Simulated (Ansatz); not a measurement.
Here is an Ansatz 0.2.0 calculation.

Contents of input.yaml:

```yaml
crystal:
  lattice:
    - [0.0, 2.22, 2.22]
    - [2.22, 0.0, 2.22]
    - [2.22, 2.22, 0.0]
  atoms:
    - { symbol: Hf, position: [0.0, 0.0, 0.0] }
kpoints:
  mp_grid: { grid: [10, 10, 10] }
  band_path:
    path:
      - [0.0, 0.0, 0.0]
      - [0.5, 0.0, 0.5]
      - [0.5, 0.25, 0.75]
      - [0.375, 0.375, 0.75]
      - [0.0, 0.0, 0.0]
      - [0.5, 0.5, 0.5]
      - [0.625, 0.25, 0.625]
      - [0.5, 0.25, 0.75]
    npoints: 10
scf:
  occupations: { method: fermi_dirac, width: 0.05 }
hamiltonian:
  xc: lda
  pseudopotentials: { kind: all_electron, lapw: { basis_error: 0.001 } }
output:
  forces: true
  stress: true
  eigenvalues: true
```

Potentials or basis: all-electron LAPW, scalar-relativistic.

The run is started by

```bash
$ ansatz run input.yaml --threads 1 --pin off --max-ram 3072MiB --backend cpu --events-out ev --progress --plain --runs-dir out
```

**Question.** What does it give for the pressure?

**Answer.** -5.7 GPa.

**Question.** What does it give for the band gap along the path?

**Answer.** None (metal or under the smearing width).

Levels at the corners of the path, in eV from the Fermi level:
```
point  band 15  band 16  band 17  band 18  band 19  band 20  band 21  band 22
    Γ   -11.58   -11.58    -7.26     1.32     1.32     1.32     4.15     4.15
    X   -11.62   -11.59    -3.37    -2.24     2.73     6.34     7.01     7.01
    W   -11.62   -11.59    -1.85    -0.40    -0.40     2.46     7.02     9.14
    K   -11.61   -11.59    -2.32    -1.48     0.91     3.98     5.98     6.75
    Γ   -11.58   -11.58    -7.26     1.32     1.32     1.32     4.15     4.15
    L   -11.60   -11.57    -3.72     0.76     1.09     1.09     6.35     6.35
    U   -11.61   -11.59    -2.32    -1.48     0.91     3.98     5.98     6.75
    W   -11.62   -11.59    -1.85    -0.40    -0.40     2.46     7.02     9.14
```

Caveat: spin-orbit coupling is left out, which moves the levels of the heavy elements.
